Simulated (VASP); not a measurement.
## Te: phonons with LDA

Crystal: Te.

```
CELL_PARAMETERS angstrom
4.27595 0.00000 0.00000
-2.13798 3.70309 0.00000
0.00000 0.00000 5.93786
ATOMIC_POSITIONS crystal
Te 0.28697 0.00000 0.33333
Te 0.00000 0.28697 0.66667
Te 0.71303 0.71303 0.00000
```

```json
{
 "Program": "VASP 6.6.1",
 "Task": "phonons",
 "Functional": "LDA",
 "Potentials or basis": "VASP PAW LDA potentials, release 64 (Te)",
 "Cutoff": "600 eV",
 "k mesh": "9 × 9 × 6",
 "Occupations": "gaussian, width 0.03 eV",
 "Spin": "no spin polarisation",
 "By perturbation theory": "no",
 "Further INCAR settings": "ALGO = Fast; EDIFF = 1e-08; IBRION = 6; POTIM = 0.015; NSW = 1"
}
```

```json
{"Relaxed volume": "31.32 Å³/atom", "Relaxed cell": "a = 4.274 Å, b = 4.274 Å, c = 5.939 Å, α = 90.00°, β = 90.00°, γ = 120.00°", "Space group after relaxing (to 0.05 Å)": "P3_121 (No. 152)", "Highest phonon frequency at Γ": "124 cm⁻¹"}
```

Final structure:
```xyz
3
Lattice="4.2740 0.0000 0.0000 -2.1370 3.7014 0.0000 0.0000 0.0000 5.9389" Properties=species:S:1:pos:R:3 pbc="T T T"
Te    1.2277    0.0000    1.9796
Te   -0.6138    1.0632    3.9592
Te    1.5232    2.6382    0.0000
```

Phonon frequencies in cm⁻¹ (negative: imaginary):
```tsv
q point	frequencies
(0.000, 0.000, 0.000)	0 0 0 79 79 83 97 124 124
```

It took 5.1 min on 2 MPI ranks on Intel(R) Xeon(R) 6975P-C (Granite Rapids), with other jobs on the host, peak memory 0.6 GiB a rank.

Spin-orbit coupling is left out, which matters for the levels of Te.
